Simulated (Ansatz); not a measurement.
# BN: the cost of one run

Program: Ansatz 0.2.0. Level of theory: DFT PBE+D3(BJ), scalar-relativistic, plane waves, PAW. These are calculated values, not measurements.

3 further runs of the same task are left out: 1 that didn't finish, 2 set aside as unsound or not needed.

### Step 1. The system as given

It takes space group Fmm2 (No. 42, orthorhombic). The conventional cell has a = 2.508 Å, b = 6.679 Å, c = 4.338 Å, α = 90.00°, β = 90.00°, γ = 90.00°. B (site symmetry mm2) has 3 N at 1.45 Å as nearest neighbours. N (site symmetry mm2) is surrounded by 3 B at 1.45 Å.

Structure file:

```cif
data_structure
_symmetry_space_group_name_H-M 'P 1'
_symmetry_Int_Tables_number 1
_cell_length_a 3.9820
_cell_length_b 2.5052
_cell_length_c 3.5671
_cell_angle_alpha 79.867
_cell_angle_beta 38.267
_cell_angle_gamma 61.866
_cell_volume 18.16
loop_
_atom_site_label
_atom_site_type_symbol
_atom_site_fract_x
_atom_site_fract_y
_atom_site_fract_z
_atom_site_occupancy
B1 B 0.00011 0.00011 0.99989 1
N1 N 0.66659 0.66659 0.33341 1
```

It goes back to an entry of the Materials Project, which need not be the stable form.

This cell was relaxed beforehand with the same method: volume 9.08 Å³/atom, gap on the mesh 3.66 eV.

Bulk energy on matching settings, from an earlier run: -271.3415 eV/atom.

### Step 2. The (001) slab

Planes are indexed in the bulk's conventional cell (Fmm2 (No. 42)), a = 2.508 Å, b = 6.679 Å, c = 4.338 Å, α = 90.00°, β = 90.00°, γ = 90.00°.

Cut from the relaxed bulk: a (001) slab, 11.6 Å thick as cut, with 15 Å of vacuum; its outer planes are N (top) and B (bottom).

The slab as cut. Layers, bottom to top:

```
plane  atoms per cell  height over the lowest (Å)
    1               B                        0.00
    2               N                        0.72
    3               B                        2.17
    4               N                        2.89
    5               B                        4.34
    6               N                        5.06
    7               B                        6.51
    8               N                        7.23
    9               B                        8.68
   10               N                        9.40
   11               B                       10.84
   12               N                       11.57
```

### Step 3. Single point on the unrelaxed (001) slab

A dipole layer in the vacuum cancels the field that periodic copies would set up if the slab's two faces differ.

Input file input.yaml:

```yaml
crystal:
  lattice:
    - [2.5076849336, 0.0, 0.0]
    - [-1.2538424668, 3.3394821526, 0.0]
    - [0.0, 0.0, 26.566320907]
  atoms:
    - { symbol: B, position: [0.5, 0.0, 0.2823123317] }
    - { symbol: "N", position: [0.0, 0.0, 0.3094956724] }
    - { symbol: B, position: [0.0, 0.0, 0.3639507309] }
    - { symbol: "N", position: [0.5, 0.0, 0.3911340716] }
    - { symbol: B, position: [0.5, 0.0, 0.4455891301] }
    - { symbol: "N", position: [0.0, 0.0, 0.4727724707] }
    - { symbol: B, position: [0.0, 0.0, 0.5272275293] }
    - { symbol: "N", position: [0.5, 0.0, 0.5544108699] }
    - { symbol: B, position: [0.5, 0.0, 0.6088659284] }
    - { symbol: "N", position: [0.0, 0.0, 0.6360492691] }
    - { symbol: B, position: [0.0, 0.0, 0.6905043276] }
    - { symbol: "N", position: [0.5, 0.0, 0.7176876683] }
basis:
  ecutwfc: 420
kpoints:
  mp_grid: { grid: [11, 8, 1] }
hamiltonian:
  xc: pbe
  dispersion: d3bj
scf:
  occupations: { method: gaussian, width: 0.05 }
output:
  forces: true
  stress: true
  eigenvalues: true
efield:
  axis: 3
  dipole_correction: true
  ramp_width: 0.04
```

Launch:

```
ansatz run input.yaml --threads 1 --pin off --max-ram 2560MiB --backend cpu --events-out ev --progress --plain --runs-dir out
```

Q: Estimate wall time and peak memory on 1 thread of Arm Neoverse V1, shared host.

About 59 s, with a peak of 0.53 GiB.
